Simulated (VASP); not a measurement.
Input of a VASP 6.6.1 run:

Contents of INCAR:

```
  ALGO = Normal
  BPARAM = 11.95
  CPARAM = 0.0093
  EDIFF = 1E-7
  EDIFFG = -0.005
  ENCUT = 600
  IBRION = 2
  ISIF = 3
  ISMEAR = 0
  IVDW_NL = 2
  LASPH = True
  LCHARG = False
  LMIXTAU = True
  LREAL = False
  LUSE_VDW = True
  LWAVE = False
  METAGGA = R2SCAN
  NELM = 100
  NSW = 90
  PREC = Accurate
  SIGMA = 0.02
```

The input KPOINTS:

```
k-points
0
Gamma
  9 9 6
```

POSCAR

```
AlN
1.0
    3.1285881400      0.0000000000      0.0000000000
   -1.5642940700      2.7094368000      0.0000000000
    0.0000000000      0.0000000000      5.0169550000
Al N
2 2
Direct
    0.6666666700      0.3333333300      0.4992870000
    0.3333333300      0.6666666700      0.9992870000
    0.6666666700      0.3333333300      0.8807130000
    0.3333333300      0.6666666700      0.3807130000
```

Potentials or basis: VASP PAW PBE potentials, release 64 (Al, N).

Run with:

```bash
$ cat potpaw_PBE.64/Al/POTCAR potpaw_PBE.64/N/POTCAR > POTCAR
$ mpirun -np 1 vasp_std > vasp.out
```

Task: What does it give for the relaxed volume?

Result: 10.36 Å³/atom.

Task: Predict the band gap on the k mesh.

Result: 4.92 eV, direct.

Task: Estimate the space group after relaxing (to 0.05 Å).

Result: P6_3mc (No. 186).

The path:
```
step  energy change (eV)  largest force (eV/Å)  pressure (GPa)  volume (Å³)
   1              0.0000                0.0024           -5.38        42.53
   2              0.0002                0.0138            5.80        40.37
   3             -0.0188                0.0059           -0.09        41.44
   4             -0.0188                0.0061            0.02        41.41
   5             -0.0188                0.0097            0.03        41.41
   6             -0.0188                0.0107            0.03        41.41
   7             -0.0188                0.0037           -0.03        41.42
```

Caveat: the PAW data sets were made with another functional, which shifts forces and pressure a little; an odd mesh through Γ misses points on the zone boundary, where band edges often lie.
